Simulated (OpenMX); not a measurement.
Runs of OpenMX 3.8.5 on PtS2. The structure is trigonal, space group P-3m1 (No. 164). Conventional cell: a = 3.590 Å, b = 3.590 Å, c = 5.105 Å, α = 90.00°, β = 90.00°, γ = 120.00°. Around Pt (site symmetry -3m) lie 6 S at 2.37 Å. S (site symmetry 3m) has 3 Pt at 2.37 Å as nearest neighbours. 

```tsv
cell	gap on the mesh (eV)	pressure (GPa)	largest force (eV/Å)
P-3m1, 18.99 Å³/atom	0.84	7.8	1.00
P-3m1, 16.07 Å³/atom	1.01	(a)	4.23
P-3m1, 16.8 Å³/atom	0.96	32.7	(b)
P-3m1, 18.26 Å³/atom	0.88	14.5	1.62
P-3m1, 17.53 Å³/atom	0.92	22.6	(c)
```

Alike in all rows: task band structure; level PBE; potentials or basis OpenMX 2013 PBE set, Pt7.0-s3p2d2f1, S7.0-s2p2d1f1, grid cutoff 400 Ry; no spin polarisation; k mesh 7 × 7 × 5; smearing fermi-dirac 0.05 eV.

Fill in the values left out.

(a) 45.4; (b) 3.21; (c) 2.35.

Caveats: spin-orbit coupling is left out, which moves the levels of the heavy elements; the basis of atomic orbitals isn't converged, which shifts pressures, moduli and gaps; forces of over 1 eV/Å show positions far from the minimum, so gaps and moduli don't describe the material at rest.

A k mesh can miss the band edges, and the runs leave out spin-orbit coupling on Pt.
